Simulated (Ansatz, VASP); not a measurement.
# InAs: VASP beside Ansatz

INCAR

```
SYSTEM = InAs
ALGO = Normal
EDIFF = 1E-6
ENCUT = 520
GGA = PS
ISIF = 2
ISMEAR = 0
LASPH = .True.
LCHARG = .True.
LELF = .True.
LREAL = .False.
LVHAR = .True.
LWAVE = .False.
NBANDS = 16
NELM = 60
PREC = Accurate
SIGMA = 0.05
```

The input KPOINTS:

```
k-points
0
Gamma
  6 6 6
  0 0 0
```

POSCAR

```
InAs
1.0
    0.0000000000      3.0320806687      3.0320806687
    3.0320806687      0.0000000000      3.0320806687
    3.0320806687      3.0320806687      0.0000000000
In As
1 1
Direct
    0.0000000000      0.0000000000      0.0000000000
    0.7500000000      0.7500000000      0.7500000000
```

Input for Ansatz:

```yaml
crystal:
  lattice:
    - [0.0, 3.0320806687, 3.0320806687]
    - [3.0320806687, 0.0, 3.0320806687]
    - [3.0320806687, 3.0320806687, 0.0]
  atoms:
    - { symbol: In, position: [0.0, 0.0, 0.0] }
    - { symbol: As, position: [0.75, 0.75, 0.75] }
basis:
  ecutwfc: 420
  ecutrho_ratio: 4
kpoints:
  mp_grid: { grid: [6, 6, 6] }
hamiltonian:
  xc: pbesol
scf:
  occupations: { method: gaussian, width: 0.05 }
output:
  forces: true
  stress: true
  eigenvalues: true
```

Alike in both runs: task single point; functional PBEsol; k mesh 6 × 6 × 6; occupations gaussian, width 0.05 eV; no spin polarisation.

```csv
,VASP,Ansatz
version,VASP 6.6.1,Ansatz 0.2.0
potentials or method,"VASP PAW PBE potentials, release 64 (In_d, As)","scalar-relativistic, plane waves, PAW"
plane-wave cutoff (eV),520,420
valence electrons in the cell,18,28
```

Ansatz gave:

| Quantity | Value |
| --- | --- |
| gap on the k mesh at the Fermi level (eV) | none |
| pressure (GPa) | 0.7 |

Task: What did VASP give for the same quantities?

Result: gap on the k mesh at the Fermi level (eV): none; pressure (GPa): 0.8.

A gap of «none» marks a metal or a gap that the smearing closes. The two sets of potentials don't hold the same shells in valence.

Caveats: the PAW data sets were made with another functional, which shifts forces and pressure a little (VASP).
